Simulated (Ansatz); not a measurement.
Crystal: Ti2C.

```
Ti C
1.0
     1.54070    0.88952    4.81377
    -1.54070    0.88952    4.81377
     0.00000   -1.77905    4.81377
Ti C
2 1
Direct
  0.75450 0.75450 0.75450
  0.24550 0.24550 0.24550
  0.50000 0.50000 0.50000
```

The cell comes from a database or a generator and needn't be the stable form of this composition.

Base run:

- Program: Ansatz 0.2.0
- Functional: PBEsol
- Potentials or basis: all-electron LAPW, scalar-relativistic
- Cutoff: 297 eV (chosen from the basis error)
- Basis error allowed: 0.002 eV/atom
- k mesh: 10 × 10 × 10
- Occupations: fermi-dirac, width 0.05 eV
- Spin: no spin polarisation

Its results: pressure -4.7 GPa; largest force 0.188 eV/Å.

Q: The run is repeated on the same cell with these changes: functional from PBEsol to LDA. What comes out?

A: Pressure -9.2 GPa; largest force 0.369 eV/Å.

LDA binds more tightly than PBEsol, so the same cell stands under less pressure.
